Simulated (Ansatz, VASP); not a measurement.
# Two plane-wave programs on Si2Ni

```xyz
3
Lattice="0.0000 2.7030 2.7030 2.7030 0.0000 2.7030 2.7030 2.7030 0.0000" Properties=species:S:1:pos:R:3 pbc="T T T"
Ni    0.0000    0.0000    0.0000
Si    4.0545    4.0545    4.0545
Si    1.3515    1.3515    1.3515
```

Alike in both runs: task single point; functional LDA; k mesh 9 × 9 × 9; occupations fermi-dirac, width 0.05 eV; collinear spin.

|  | VASP | Ansatz |
| --- | --- | --- |
| version | VASP 6.6.1 | Ansatz 0.2.0 |
| potentials or method | VASP PAW LDA potentials, release 64 (Ni, Si) | Ansatz PAW |
| plane-wave cutoff (eV) | 520 | 420 |
| valence electrons in the cell | 18 | 26 |

```tsv
	VASP	Ansatz	Ansatz less VASP
gap on the k mesh at the Fermi level (eV)	none	none	-
pressure (GPa)	-4.2	-4.3	-0.16
net moment per atom (μB)	0.00	0.00	0.000
```

A gap of «none» marks a metal or a gap that the smearing closes. The two sets of potentials don't hold the same shells in valence.

Caveats: the PAW data sets come from PBE, with cores solved anew for the run's functional, which leaves a small shift of forces and pressure (Ansatz); the starting moments weren't kept (Ansatz).
